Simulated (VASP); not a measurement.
# InP (F-43m) in VASP: notebook, part 2 of 3

VASP 6.6.1.

### 3 G0W0 quasiparticle levels, PBE

POSCAR

```
InP
1.0
    0.0000000000      2.9305000000      2.9305000000
    2.9305000000      0.0000000000      2.9305000000
    2.9305000000      2.9305000000      0.0000000000
In P
1 1
Direct
    0.0000000000      0.0000000000      0.0000000000
    0.7500000000      0.7500000000      0.7500000000
```

INCAR.step1

```
SYSTEM = InP
  PREC = Accurate
  ENCUT = 450
  EDIFF = 1E-8
  ISMEAR = 0
  SIGMA = 0.01
  LREAL = .False.
  LASPH = .True.
  NELM = 60
  ALGO = Fast
  LWAVE = .True.
  LCHARG = .False.
  GGA = PE
```

INCAR.step2

```
SYSTEM = InP
  PREC = Accurate
  ENCUT = 450
  EDIFF = 1E-8
  ISMEAR = 0
  SIGMA = 0.01
  LREAL = .False.
  LASPH = .True.
  NELM = 1
  ALGO = Exact
  LWAVE = .True.
  LCHARG = .False.
  GGA = PE
  NBANDS = 210
  LOPTICS = .True.
  ISTART = 1
```

INCAR.step3

```
SYSTEM = InP
  PREC = Accurate
  ENCUT = 450
  EDIFF = 1E-8
  ISMEAR = 0
  SIGMA = 0.01
  LREAL = .False.
  LASPH = .True.
  ALGO = EVGW0
  LWAVE = .False.
  LCHARG = .False.
  GGA = PE
  NELMGW = 1
  NBANDS = 210
  ENCUTGW = 200
  NOMEGA = 48
  PRECFOCK = Fast
  ISTART = 1
  NBANDSGW = 17
```

KPOINTS

```
Automatic mesh
0
Gamma
  4 4 4
  0 0 0
```

Potentials or basis: VASP PAW PBE potentials, release 64 (In_d_GW, P_GW).

Run with:

```
$ cat potpaw_PBE.64/In_d_GW/POTCAR potpaw_PBE.64/P_GW/POTCAR > POTCAR
$ cp INCAR.step1 INCAR
$ mpirun -np 1 vasp_std > vasp.out
$ cp INCAR.step2 INCAR
$ mpirun -np 1 vasp_std > vasp.out
$ cp INCAR.step3 INCAR
$ mpirun -np 1 vasp_std > vasp.out
```

OUTCAR:

```text
SYSTEM = InP
   PREC = Accurate
   ENCUT = 450
   EDIFF = 1E-8
   ISMEAR = 0
   LREAL = .False.
   LASPH = .True.
   GGA = PE
   NELMGW = 1
   ENCUTGW = 200
   PRECFOCK = Fast
   ISTART = 1

 Found      8 irreducible k-points:

 Following reciprocal coordinates:
            Coordinates               Weight
  0.000000  0.000000  0.000000      1.000000
  0.250000  0.000000  0.000000      8.000000
  0.500000  0.000000  0.000000      4.000000
  0.250000  0.250000  0.000000      6.000000
  0.500000  0.250000  0.000000     24.000000
 -0.250000  0.250000  0.000000     12.000000
   k-points           NKPTS =      8   k-points in BZ     NKDIM =     64   number of bands    NBANDS=    210
   number of dos      NEDOS =    301   number of ions     NIONS =      2
   total plane-waves  NPLWV =  27000
   dimension x,y,z NGX =    30 NGY =   30 NGZ =   30
   dimension x,y,z NGXF=    60 NGYF=   60 NGZF=   60
   ions per type =               1   1
   NGX,Y,Z   is equivalent  to a cutoff of  12.03, 12.03, 12.03 a.u.
   NGXF,Y,Z  is equivalent  to a cutoff of  24.07, 24.07, 24.07 a.u.
 SYSTEM =  InP
   PREC   = accura    normal or accurate (medium, high low for compatibility)
   ISTART =      1    job   : 0-new  1-cont  2-samecut
   ICHARG =      0    charge: 1-file 2-atom 10-const
   ISPIN  =      1    spin polarized calculation?
   LNONCOLLINEAR =      F non collinear calculations
   LSORBIT =      F    spin-orbit coupling
   LASPH  =      T    aspherical Exc in radial PAW
   ENCUT  =  450.0 eV  33.07 Ry    5.75 a.u.   7.17  7.17  7.17*2*pi/ulx,y,z
   NELM   =     60;   NELMIN=  2; NELMDL=  0     # of ELM steps
   EDIFF  = 0.1E-07   stopping-criterion for ELM
   LREAL  =      F    real-space projection
   EDIFFG = 0.1E-06   stopping-criterion for IOM
   NSW    =      0    number of steps for IOM
   IBRION =     -1    ionic relax: 0-MD 1-quasi-New 2-CG
   NFREE  =      0    steps in history (QN), initial steepest desc. (CG)
   ISIF   =      0    stress and relaxation
   ISYM   =      3    0-nonsym 1-usesym 2-fastsym
   POTIM  = 0.5000    time-step for ionic-motion
   TEBEG  =    0.0;   TEEND  =   0.0 temperature during run
   PSTRESS=    0.0 pullay stress
   NELECT =      18.0000    total number of electrons
   NUPDOWN=      -1.0000    fix difference up-down
   EMIN   =  10.00;   EMAX   =-10.00  energy-range for DOS
   EFERMI =   0.00;   METHOD = LEGACY
   ISMEAR =     0;   SIGMA  =   0.01  broadening in eV -4-tet -1-fermi 0-gaus
   EFERMI_NEDOS =   21; number of points for ismear=-14 and -15
   IALGO  =     38    algorithm
   IMIX   =      4    mixing-type and parameters
     AMIX     =   0.40;   BMIX     =  1.00
     AMIX_MAG =   1.60;   BMIX_MAG =  1.00
  volume/ion in A,a.u.               =      25.17       169.83
  Fermi-wavevector in a.u.,A,eV,Ry     =   1.162021  2.195901 18.371846  1.350293
  Thomas-Fermi vector in A             =   2.298587
   LORBIT       =      0    0 simple, 1 ext, 2 COOP (PROOUT), +10 PAW based schemes
   GGA     = PE    functional components
   LHFCALC =     T    Hartree Fock is set to
   PRECFOCK=fast      Normal, Fast or Accurate (Low or Medium for compatibility)
   ENCUT4O =  -1.0   cutoff for four orbital integrals eV
   NKREDX  =     1    reduce k-point grid by
   NKREDY  =     1    reduce k-point grid by
   NKREDZ  =     1    reduce k-point grid by
   AEXX    =    1.0000 exact exchange contribution
   HFSCREEN=    0.0000 screening length (either q_TF or 0.3 A-1)
   HFSCREENC=   0.0000 screening length for correlation (either q_TF or 0.3 A-1)
   ENCUTFOCK=  -1.0 apply spherical cutoff to Coloumb kernel
   IVDW    =     0    specifies the selected vdW correction
   LEPSILON=     F    determine dielectric tensor
   LRPA    =     F    only Hartree local field effects (RPA)
   LRPAFORCE           =     F    calculate RPA forces
   ENCUTGW             = 200.0    cutoff for response function in eV
   ENCUTGWSOFT         = 160.0    soft cutoff for Coulomb kernel in GW response function in eV
   ENCUTLF             =  -1.0    cutoff for local field effects
   NELMGW              =     1    number of iterations in solving QP/BSE equation
   NELMHF              =     1    number of iterations in the inner HF iteration
   NKREDLFX            =     1    NKREDLFY  =   1   NKREDLFZ  =   1
 non-spin polarized calculation
 Gauss-broadening in eV      SIGMA  =   0.01
  energy-cutoff  :      450.00
  volume of cell :       50.33
 maximum number of plane-waves:      1106
 NGX is ok and might be reduce to    30
  NGX = 16; NGY = 16; NGZ = 16
   NGX = 15   NGY = 15   NGZ = 15
 maximum number of plane-waves:       332

 QP shifts <psi_nk| G(iteration)W_0 |psi_nk>: iteration 1
 for sc-GW calculations column KS-energies equals QP-energies in previous step
 and V_xc(KS)=  KS-energies - (<T + V_ion + V_H > + <T+V_H+V_ion>^1  + <V_x>^1)

 k-point   1 :       0.0000    0.0000    0.0000
  band No.  KS-energies  QP-energies   sigma(KS)   V_xc(KS)     V^pw_x(r,r')   Z            occupation Imag(sigma)

      1     -10.2904     -12.5388     -19.8120     -16.5953     -25.3090       0.6990       2.0000      -0.3117
      2     -10.2904     -12.5388     -19.8120     -16.5953     -25.3090       0.6990       2.0000      -0.3117
      3     -10.2904     -12.5388     -19.8120     -16.5953     -25.3090       0.6990       2.0000      -0.3117
      4     -10.1409     -12.4265     -19.9470     -16.6832     -25.3349       0.7003       2.0000      -0.3961
      5     -10.1409     -12.4265     -19.9470     -16.6832     -25.3349       0.7003       2.0000      -0.3961
      6      -7.5659      -8.0390     -12.0784     -11.2996     -18.2671       0.6075       2.0000       0.6551
[... 9 lines left out ...]
     16      13.3518      13.4587     -10.0820     -10.2280      -4.5878       0.7322       0.0000      -0.2817
     17      15.1247      14.8705      -7.9382      -7.5959      -2.2681       0.7427       0.0000      -0.4509

 k-point   2 :       0.2500    0.0000    0.0000
  band No.  KS-energies  QP-energies   sigma(KS)   V_xc(KS)     V^pw_x(r,r')   Z            occupation Imag(sigma)

      1     -10.3508     -12.5247     -19.5864     -16.4565     -25.1664       0.6946       2.0000      -0.2812
      2     -10.2674     -12.5224     -19.8407     -16.6199     -25.3284       0.7001       2.0000      -0.3151
      3     -10.2674     -12.5224     -19.8407     -16.6199     -25.3284       0.7001       2.0000      -0.3151
      4     -10.1384     -12.4268     -19.9475     -16.6862     -25.3405       0.7017       2.0000      -0.3934
      5     -10.1384     -12.4268     -19.9475     -16.6862     -25.3405       0.7017       2.0000      -0.3934
      6      -6.8894      -7.4353     -12.4428     -11.5993     -18.3346       0.6471       2.0000       0.6268
[... 9 lines left out ...]
     16      13.0806      12.7837      -7.7743      -7.3769      -2.3430       0.7472       0.0000      -0.3164
     17      16.3217      16.1663      -8.9720      -8.7622      -2.9169       0.7405       0.0000      -0.5428

 k-point   3 :       0.5000    0.0000    0.0000
  band No.  KS-energies  QP-energies   sigma(KS)   V_xc(KS)     V^pw_x(r,r')   Z            occupation Imag(sigma)

      1     -10.4061     -12.5221     -19.4126     -16.3509     -25.0568       0.6911       2.0000      -0.2560
      2     -10.2521     -12.5105     -19.8524     -16.6280     -25.3284       0.7004       2.0000      -0.3217
      3     -10.2521     -12.5105     -19.8524     -16.6280     -25.3284       0.7004       2.0000      -0.3217
      4     -10.1274     -12.4159     -19.9657     -16.7070     -25.3658       0.7023       2.0000      -0.3883
      5     -10.1274     -12.4159     -19.9657     -16.7070     -25.3658       0.7023       2.0000      -0.3883
      6      -5.8392      -6.4178     -13.0943     -12.2262     -18.6129       0.6664       2.0000       0.5309
[... 9 lines left out ...]
     16      14.5379      14.6430     -10.2225     -10.3644      -4.2175       0.7413       0.0000      -0.4377
     17      16.2771      16.3510     -10.2722     -10.3719      -3.8747       0.7412       0.0000      -0.6366

 k-point   4 :       0.2500    0.2500    0.0000
  band No.  KS-energies  QP-energies   sigma(KS)   V_xc(KS)     V^pw_x(r,r')   Z            occupation Imag(sigma)

      1     -10.3903     -12.5464     -19.5246     -16.4169     -25.1289       0.6938       2.0000      -0.2709
      2     -10.2398     -12.5031     -19.8824     -16.6542     -25.3626       0.7011       2.0000      -0.3195
      3     -10.2398     -12.5031     -19.8824     -16.6542     -25.3626       0.7011       2.0000      -0.3195
      4     -10.1642     -12.4372     -19.8952     -16.6416     -25.2921       0.6986       2.0000      -0.3896
      5     -10.1236     -12.4156     -19.9649     -16.7036     -25.3582       0.7028       2.0000      -0.3939
      6      -6.6668      -7.2096     -12.4958     -11.6569     -18.3087       0.6469       2.0000       0.6164
[... 9 lines left out ...]
     16      16.0447      15.9282      -9.0874      -8.9320      -3.0002       0.7495       0.0000      -0.5342
     17      17.1729      16.9574      -8.2961      -8.0064      -2.3680       0.7440       0.0000      -0.6024

 k-point   5 :       0.5000    0.2500    0.0000
  band No.  KS-energies  QP-energies   sigma(KS)   V_xc(KS)     V^pw_x(r,r')   Z            occupation Imag(sigma)

      1     -10.4293     -12.5343     -19.3981     -16.3487     -25.0609       0.6903       2.0000      -0.2488
      2     -10.2292     -12.4955     -19.8810     -16.6506     -25.3509       0.7016       2.0000      -0.3278
      3     -10.2167     -12.4879     -19.9072     -16.6778     -25.3776       0.7033       2.0000      -0.3241
      4     -10.1608     -12.4384     -19.9023     -16.6503     -25.3051       0.7004       2.0000      -0.3855
      5     -10.1199     -12.4131     -19.9674     -16.7100     -25.3659       0.7040       2.0000      -0.3912
      6      -5.5794      -6.1435     -13.0935     -12.2482     -18.5394       0.6673       2.0000       0.5159
[... 9 lines left out ...]
     16      15.8723      15.9723     -10.4384     -10.5741      -4.1232       0.7366       0.0000      -0.5711
     17      16.2133      16.0448      -8.6453      -8.4206      -2.7032       0.7499       0.0000      -0.5243

 k-point   6 :      -0.2500    0.2500    0.0000
  band No.  KS-energies  QP-energies   sigma(KS)   V_xc(KS)     V^pw_x(r,r')   Z            occupation Imag(sigma)

      1     -10.4007     -12.5199     -19.4433     -16.3782     -25.0909       0.6914       2.0000      -0.2544
      2     -10.2451     -12.5048     -19.8620     -16.6325     -25.3324       0.6997       2.0000      -0.3277
      3     -10.2374     -12.4984     -19.8825     -16.6582     -25.3636       0.7012       2.0000      -0.3179
      4     -10.1422     -12.4236     -19.9338     -16.6763     -25.3296       0.7003       2.0000      -0.3926
      5     -10.1359     -12.4214     -19.9456     -16.6868     -25.3448       0.7013       2.0000      -0.3900
      6      -5.9702      -6.5328     -12.8922     -12.0362     -18.4557       0.6573       2.0000       0.5475
[... 9 lines left out ...]
     16      15.7384      15.8182     -10.3181     -10.4265      -4.0350       0.7355       0.0000      -0.5295
     17      16.1335      16.0079      -8.9130      -8.7448      -2.8986       0.7463       0.0000      -0.5300

 [... further k-points ...]
```

Wall time 11 min (1 thread of Intel Xeon Platinum 8488C (Sapphire Rapids), shared host); peak memory 0.6 GiB.

These settings aren't checked as converged: the numbers below hold their error.

Results:

```
Band gap on the k mesh, mean-field level : 0.70 eV, direct
Quasiparticle gap                        : 1.24 eV
Least direct quasiparticle gap           : 1.24 eV
```

Caveat: the k mesh is coarse (spacing up to 0.46 Å⁻¹), so the values aren't converged; bands, screening cutoff and mesh are small and nothing is extrapolated, so the quasiparticle values aren't converged; spin-orbit coupling is left out, which moves the levels of the heavy elements.

### 4 G0W0 quasiparticle levels, PBE

POSCAR is that of step 3.

INCAR.step1 is that of step 3.

INCAR.step2, as its differences from that of step 3:

```diff
@@ -13,3 +13,3 @@
   GGA = PE
-  NBANDS = 210
+  NBANDS = 24
   LOPTICS = .True.
```

INCAR.step3, as its differences from that of step 3:

```diff
@@ -13,4 +13,4 @@
   NELMGW = 1
-  NBANDS = 210
-  ENCUTGW = 200
+  NBANDS = 24
+  ENCUTGW = 75
   NOMEGA = 48
```

KPOINTS

```
Automatic mesh
0
Gamma
  3 3 3
  0 0 0
```

Potentials or basis: VASP PAW PBE potentials, release 64 (In_d_GW, P_GW).

Run with:

```
$ cat potpaw_PBE.64/In_d_GW/POTCAR potpaw_PBE.64/P_GW/POTCAR > POTCAR
$ cp INCAR.step1 INCAR
$ mpirun -np 1 vasp_std > vasp.out
$ cp INCAR.step2 INCAR
$ mpirun -np 1 vasp_std > vasp.out
$ cp INCAR.step3 INCAR
$ mpirun -np 1 vasp_std > vasp.out
```

OUTCAR:

```text
SYSTEM = InP
   PREC = Accurate
   ENCUT = 450
   EDIFF = 1E-8
   ISMEAR = 0
   LREAL = .False.
   LASPH = .True.
   GGA = PE
   NELMGW = 1
   ENCUTGW = 75
   PRECFOCK = Fast
   ISTART = 1

 Found      4 irreducible k-points:

 Following reciprocal coordinates:
            Coordinates               Weight
  0.000000  0.000000  0.000000      1.000000
  0.333333  0.000000  0.000000      8.000000
  0.333333  0.333333  0.000000      6.000000
 -0.333333  0.333333  0.000000     12.000000
   k-points           NKPTS =      4   k-points in BZ     NKDIM =     27   number of bands    NBANDS=     24
   number of dos      NEDOS =    301   number of ions     NIONS =      2
   total plane-waves  NPLWV =  27000
   dimension x,y,z NGX =    30 NGY =   30 NGZ =   30
   dimension x,y,z NGXF=    60 NGYF=   60 NGZF=   60
   ions per type =               1   1
   NGX,Y,Z   is equivalent  to a cutoff of  12.03, 12.03, 12.03 a.u.
   NGXF,Y,Z  is equivalent  to a cutoff of  24.07, 24.07, 24.07 a.u.
 SYSTEM =  InP
   PREC   = accura    normal or accurate (medium, high low for compatibility)
   ISTART =      1    job   : 0-new  1-cont  2-samecut
   ICHARG =      0    charge: 1-file 2-atom 10-const
   ISPIN  =      1    spin polarized calculation?
   LNONCOLLINEAR =      F non collinear calculations
   LSORBIT =      F    spin-orbit coupling
   LASPH  =      T    aspherical Exc in radial PAW
   ENCUT  =  450.0 eV  33.07 Ry    5.75 a.u.   7.17  7.17  7.17*2*pi/ulx,y,z
   NELM   =     60;   NELMIN=  2; NELMDL=  0     # of ELM steps
   EDIFF  = 0.1E-07   stopping-criterion for ELM
   LREAL  =      F    real-space projection
   EDIFFG = 0.1E-06   stopping-criterion for IOM
   NSW    =      0    number of steps for IOM
   IBRION =     -1    ionic relax: 0-MD 1-quasi-New 2-CG
   NFREE  =      0    steps in history (QN), initial steepest desc. (CG)
   ISIF   =      0    stress and relaxation
   ISYM   =      3    0-nonsym 1-usesym 2-fastsym
   POTIM  = 0.5000    time-step for ionic-motion
   TEBEG  =    0.0;   TEEND  =   0.0 temperature during run
   PSTRESS=    0.0 pullay stress
   NELECT =      18.0000    total number of electrons
   NUPDOWN=      -1.0000    fix difference up-down
   EMIN   =  10.00;   EMAX   =-10.00  energy-range for DOS
   EFERMI =   0.00;   METHOD = LEGACY
   ISMEAR =     0;   SIGMA  =   0.01  broadening in eV -4-tet -1-fermi 0-gaus
   EFERMI_NEDOS =   21; number of points for ismear=-14 and -15
   IALGO  =     38    algorithm
   IMIX   =      4    mixing-type and parameters
     AMIX     =   0.40;   BMIX     =  1.00
     AMIX_MAG =   1.60;   BMIX_MAG =  1.00
  volume/ion in A,a.u.               =      25.17       169.83
  Fermi-wavevector in a.u.,A,eV,Ry     =   1.162021  2.195901 18.371846  1.350293
  Thomas-Fermi vector in A             =   2.298587
   LORBIT       =      0    0 simple, 1 ext, 2 COOP (PROOUT), +10 PAW based schemes
   GGA     = PE    functional components
   LHFCALC =     T    Hartree Fock is set to
   PRECFOCK=fast      Normal, Fast or Accurate (Low or Medium for compatibility)
   ENCUT4O =  -1.0   cutoff for four orbital integrals eV
   NKREDX  =     1    reduce k-point grid by
   NKREDY  =     1    reduce k-point grid by
   NKREDZ  =     1    reduce k-point grid by
   AEXX    =    1.0000 exact exchange contribution
   HFSCREEN=    0.0000 screening length (either q_TF or 0.3 A-1)
   HFSCREENC=   0.0000 screening length for correlation (either q_TF or 0.3 A-1)
   ENCUTFOCK=  -1.0 apply spherical cutoff to Coloumb kernel
   IVDW    =     0    specifies the selected vdW correction
   LEPSILON=     F    determine dielectric tensor
   LRPA    =     F    only Hartree local field effects (RPA)
   LRPAFORCE           =     F    calculate RPA forces
   ENCUTGW             =  75.0    cutoff for response function in eV
   ENCUTGWSOFT         =  60.0    soft cutoff for Coulomb kernel in GW response function in eV
   ENCUTLF             =  -1.0    cutoff for local field effects
   NELMGW              =     1    number of iterations in solving QP/BSE equation
   NELMHF              =     1    number of iterations in the inner HF iteration
   NKREDLFX            =     1    NKREDLFY  =   1   NKREDLFZ  =   1
 non-spin polarized calculation
 Gauss-broadening in eV      SIGMA  =   0.01
  energy-cutoff  :      450.00
  volume of cell :       50.33
 maximum number of plane-waves:      1113
 NGX is ok and might be reduce to    30
  NGX = 16; NGY = 16; NGZ = 16
   NGX = 15   NGY = 15   NGZ = 15
 maximum number of plane-waves:        76
 NGX is ok and might be reduce to    14

 QP shifts <psi_nk| G(iteration)W_0 |psi_nk>: iteration 1
 for sc-GW calculations column KS-energies equals QP-energies in previous step
 and V_xc(KS)=  KS-energies - (<T + V_ion + V_H > + <T+V_H+V_ion>^1  + <V_x>^1)

 k-point   1 :       0.0000    0.0000    0.0000
  band No.  KS-energies  QP-energies   sigma(KS)   V_xc(KS)     V^pw_x(r,r')   Z            occupation Imag(sigma)

      1     -10.2935     -11.9061     -18.8646     -16.5971     -25.3299       0.7112       2.0000       0.4197
      2     -10.2935     -11.9061     -18.8646     -16.5971     -25.3299       0.7112       2.0000       0.4197
      3     -10.2935     -11.9061     -18.8646     -16.5971     -25.3299       0.7112       2.0000       0.4197
      4     -10.1478     -11.7857     -18.9865     -16.6818     -25.3438       0.7107       2.0000       0.3419
      5     -10.1478     -11.7857     -18.9865     -16.6818     -25.3438       0.7107       2.0000       0.3419
      6      -7.4964      -7.3929     -11.1374     -11.2913     -18.2327       0.6729       2.0000       1.3264
[... 9 lines left out ...]
     16      13.3901      14.6212      -8.6179     -10.2237      -4.5789       0.7666       0.0000      -0.3614
     17      15.1508      15.8169      -6.6911      -7.5435      -2.2265       0.7814       0.0000      -0.5803
[... 46 lines left out ...]
      1     -10.4274     -11.9031     -18.4637     -16.3607     -25.0946       0.7017       2.0000       0.4899
      2     -10.2340     -11.8580     -18.9310     -16.6462     -25.3601       0.7108       2.0000       0.3920
      3     -10.2154     -11.8460     -18.9694     -16.6901     -25.4093       0.7154       2.0000       0.4021
      4     -10.1615     -11.7925     -18.9555     -16.6581     -25.3238       0.7099       2.0000       0.3449
      5     -10.1360     -11.7750     -18.9891     -16.6913     -25.3551       0.7133       2.0000       0.3391
      6      -5.2477      -5.1811     -12.3229     -12.4205     -18.6365       0.6818       2.0000       0.8947
[... 9 lines left out ...]
     16      17.1146      18.3108      -7.5904      -9.1331      -3.0451       0.7754       0.0000      -0.6736
     17      17.9823      19.3111      -7.8854      -9.6029      -3.1821       0.7737       0.0000      -0.8308
```

It took 82 s on 1 thread of Intel Xeon Platinum 8488C (Sapphire Rapids), shared host; peak memory 0.32 GiB.

The run converged, but some of its settings lie outside the range that counts as converged, so its numbers aren't taken as properties of the crystal.

Results:

| Quantity | Value |
| --- | --- |
| Band gap on the k mesh, mean-field level | 0.67 eV, direct |
| Quasiparticle gap | 1.39 eV |
| Least direct quasiparticle gap | 1.39 eV |

Caveat: the k mesh is coarse (spacing up to 0.62 Å⁻¹), so the values aren't converged; bands, screening cutoff and mesh are small and nothing is extrapolated, so the quasiparticle values aren't converged; spin-orbit coupling is left out, which moves the levels of the heavy elements.

[end of part 2 of 3]
